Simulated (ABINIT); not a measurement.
Runs of ABINIT 10.8.3 (patched build) on SiC (Moissanite). It takes space group P6_3mc (No. 186, hexagonal). Conventional cell: a = 3.076 Å, b = 3.076 Å, c = 5.048 Å, α = 90.00°, β = 90.00°, γ = 120.00°. Si (site symmetry 3m) has 4 C at 1.87 to 1.94 Å as nearest neighbours. Around C (site symmetry 3m) lie 4 Si at 1.87 to 1.94 Å. 

```tsv
task	level	potentials or basis	k mesh	cutoff (eV)	fine-grid cutoff	gap on the mesh (eV)	pressure (GPa)	largest force (eV/Å)
band structure	LDA-PZ	PseudoDojo NC SR LDA v0.4.1 standard	10 × 10 × 5	1116	-	2.38	-4.2	0.73
single point	r2SCAN	JTH PAW PBE v2.0	6 × 6 × 3	653	1251.72 eV	2.67	-	(a)
band structure	WC	JTH PAW PBE v2.0	10 × 10 × 5	544	1088.46 eV	(b)	-0.2	0.74
band structure	SOGGA	JTH PAW PBE v2.0	10 × 10 × 5	544	1088.46 eV	(c)	-1.3	0.74
single point	LDA	JTH PAW LDA v2.0	13 × 13 × 6	544	1088.46 eV	2.31	-4.2	0.73
```

Alike in all rows: no spin polarisation; cell as given; smearing fermi-dirac 0.05 eV.

**Question.** Fill in the values left out.

**Answer.** (a) 0.78; (b) 2.36; (c) 2.23.

Caveats: the mesh misses the band edges, which the band path finds closer together (some runs); the PAW data sets were made with another functional, which shifts forces and pressure a little (some runs); an odd mesh through Γ misses points on the zone boundary, where band edges often lie (some runs).

Not every run made on this cell is shown here.
